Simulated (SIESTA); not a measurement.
**TiO2 under changes of volume**

One of the cells (10.435 Å³/atom); the others are scaled copies at fixed shape and fractional positions:

```xyz
6
Lattice="4.5998 0.0000 0.0000 0.0000 4.5998 0.0000 0.0000 0.0000 2.9592" Properties=species:S:1:pos:R:3 pbc="T T T"
Ti    0.0000    0.0000    1.4796
Ti    2.2999    2.2999    0.0000
O     1.3998    1.3998    1.4796
O     0.9001    3.6997    0.0000
O     3.6997    0.9001    0.0000
O     3.2000    3.2000    1.4796
```

The cell is a database's computed one.

* Program: SIESTA 5.4.2
* Functional: RGE2
* Potentials or basis: PseudoDojo 0.4 standard (PBE files)
* Basis: DZP (energy shift 0.002 Ry)
* Grid cutoff: 800 Ry
* Energy shift: 0.002 Ry
* k mesh: 4 × 4 × 6
* Occupations: fermi-dirac, width 0.05 eV
* Spin: no spin polarisation

| volume (Å³/atom) | energy over the lowest point (meV/atom) | pressure (GPa) | gap on the mesh (eV) | largest force (eV/Å) |
| --- | --- | --- | --- | --- |
| 9.809 | 41.61 | 19.7 | 1.83 | 0.313 |
| 10.018 | 20.17 | 13.3 | 1.79 | 0.196 |
| 10.227 | 6.58 | 7.6 | 1.74 | 0.083 |
| 10.435 | 0.08 | 2.4 | 1.69 | 0.019 |
| 10.644 | 0.00 | -2.2 | 1.64 | 0.114 |
| 10.853 | ? | ? | ? | ? |
| 11.062 | 16.41 | -10.1 | 1.56 | 0.288 |

Question: What does the run at 10.853 Å³/atom give?

Answer: Energy over the lowest point 5.63 meV/atom; pressure -6.4 GPa; gap on the mesh 1.60 eV; largest force 0.203 eV/Å.

Worked out: A Birch-Murnaghan fit of order 3 (a polynomial in V^(-2/3)) to the other rows has its minimum at 10.54 Å³/atom with B0 = V·E''(V) = 234 GPa and B' = 4.3 at fixed shape and positions, which overstates the stiffness. It gives 5.60 meV/atom at 10.853 Å³/atom, against the run's 5.63, and -dE/dV = -6.4 GPa, against -6.4. A straight line through the other rows of the gap, of slope -2.3 eV per unit of ln V (its deformation potential), gives 1.60 eV, against the run's 1.60.

Energies are extrapolated to zero smearing.

Caveats: semicore shells carry a single zeta, which can move pressures by several GPa and volumes by a few percent; the potentials were made for another functional, which shifts forces and pressure; the basis of atomic orbitals isn't converged, which shifts pressures, moduli and gaps.

A mesh can miss the band edges.
